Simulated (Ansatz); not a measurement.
# SrO: a listed cell, distorted in several ways

A set of self-consistent runs on SrO under further strains and shifts, distortions that keep the symmetry, to map its energy surface near the listed cell.

Computed with Ansatz 0.2.0 (DFT PBEsol, scalar-relativistic, plane waves, PAW, unless a step's input says otherwise).

**1. Starting point**

Symmetry: P6_3mc, No. 186, hexagonal system. The conventional cell has a = 4.275 Å, b = 4.275 Å, c = 5.156 Å, α = 90.00°, β = 90.00°, γ = 120.00°. Sr (site symmetry 3m) is surrounded by 5 O at 2.47 to 2.58 Å. O (site symmetry 3m) has 5 Sr at 2.47 to 2.58 Å as nearest neighbours.

Coordinates:

```
Sr O
1.0
     4.27547    0.00000    0.00000
    -2.13773    3.70266    0.00000
     0.00000    0.00000    5.15559
Sr O
2 2
Direct
  0.33333 0.66667 0.93813
  0.66667 0.33333 0.43813
  0.33333 0.66667 0.43687
  0.66667 0.33333 0.93687
```

The structure comes from the Materials Project (structure only).

**2. A change within the space group**

Against the listed cell: strain xx, yy, zz, yz, xz, xy = +3.6, +3.6, +2.1, +0.0, +0.0, +0.0 %; atoms moved by 0.10 Å root mean square, at most 0.10 Å.

input.yaml reads:

```yaml
crystal:
  lattice:
    - [4.4296395791, 0.0, 0.0]
    - [-2.2148197896, 3.8361804051, 0.0]
    - [0.0, 0.0, 5.2641718205]
  atoms:
    - { symbol: Sr, position: [0.33333333, 0.66666667, 0.9575241034] }
    - { symbol: Sr, position: [0.66666667, 0.33333333, 0.4575241034] }
    - { symbol: O, position: [0.33333333, 0.66666667, 0.4174758966] }
    - { symbol: O, position: [0.66666667, 0.33333333, 0.9174758966] }
basis:
  ecutwfc: 420
kpoints:
  mp_grid: { grid: [9, 9, 6] }
hamiltonian:
  xc: pbesol
scf:
  occupations: { method: gaussian, width: 0.02 }
output:
  forces: true
  stress: true
  eigenvalues: true
  populations: true
```

**3. A distortion of lower symmetry**

input.yaml reads:

```yaml
crystal:
  lattice:
    - [4.3824384316, -0.2565279759, 0.0]
    - [-2.4133789597, 3.8592887809, 0.0]
    - [0.0, 0.0, 5.0864069052]
  atoms:
    - { symbol: Sr, position: [0.3477375093, 0.630731209, 0.9355069357] }
    - { symbol: Sr, position: [0.6522624907, 0.369268791, 0.4355069357] }
    - { symbol: O, position: [0.3527156992, 0.664375835, 0.4394930643] }
    - { symbol: O, position: [0.6472843008, 0.335624165, 0.9394930643] }
basis:
  ecutwfc: 420
kpoints:
  mp_grid: { grid: [9, 9, 6] }
hamiltonian:
  xc: pbesol
scf:
  occupations: { method: gaussian, width: 0.02 }
output:
  forces: true
  stress: true
  eigenvalues: true
```

**4. A distortion of lower symmetry**

input.yaml reads:

```yaml
crystal:
  lattice:
    - [4.1424565101, 0.2233931124, 0.0905971302]
    - [-1.8777641447, 3.252394393, 2.20227e-05]
    - [0.1092470578, 0.0631044827, 5.3011374366]
  atoms:
    - { symbol: Sr, position: [0.3514682788, 0.6757341444, 0.9308904112] }
    - { symbol: Sr, position: [0.6440393921, 0.3220196911, 0.4386671881] }
    - { symbol: O, position: [0.3407559174, 0.6703779637, 0.4399956627] }
    - { symbol: O, position: [0.6637364117, 0.3318682008, 0.9404467381] }
basis:
  ecutwfc: 420
kpoints:
  mp_grid: { grid: [9, 9, 6] }
hamiltonian:
  xc: pbesol
scf:
  occupations: { method: gaussian, width: 0.02 }
output:
  forces: true
  stress: true
  eigenvalues: true
```

**5. A distortion that keeps the symmetry**

input.yaml reads:

```yaml
crystal:
  lattice:
    - [4.2088545012, 0.0, 0.0]
    - [-2.1044272506, 3.6449749188, 0.0]
    - [0.0, 0.0, 5.3846065195]
  atoms:
    - { symbol: Sr, position: [0.33333333, 0.66666667, 0.949765542] }
    - { symbol: Sr, position: [0.66666667, 0.33333333, 0.449765542] }
    - { symbol: O, position: [0.33333333, 0.66666667, 0.425234458] }
    - { symbol: O, position: [0.66666667, 0.33333333, 0.925234458] }
basis:
  ecutwfc: 420
kpoints:
  mp_grid: { grid: [9, 9, 6] }
hamiltonian:
  xc: pbesol
scf:
  occupations: { method: gaussian, width: 0.02 }
output:
  forces: true
  stress: true
  eigenvalues: true
  populations: true
```

Q: Predict the outcome of this session. Wanted: for each run, case; energy; pressure; largest force.

As calculated:

```
step                                  case  energy (meV/atom)  pressure (GPa)  largest force (eV/Å)  gap on the mesh (eV)
   2       a change within the space group               +0.0            -6.0                  0.34                  2.29
   3        a distortion of lower symmetry               +2.1            -2.5                  1.24                  2.34
   4        a distortion of lower symmetry             +119.3            10.6                  2.23                  2.73
   5  a distortion that keeps the symmetry              -53.8            -2.3                  0.04                  2.58
```

Energies are counted from step 2, with the smearing taken to zero. 

**Reading.** Among the distorted cells of the listed formula and level the largest force, 2.23 eV/Å, acts on Sr2 in step 4. The pressure is 10.6 GPa in the smallest cell and -6.0 GPa in the largest; between them shape and moved atoms count too. Among the distorted cells of the listed formula and level the gap runs from 2.29 eV to 2.73 eV.

These are semilocal Kohn-Sham gaps, which aren't the measured quantity. Such gaps usually fall short of the measured ones.
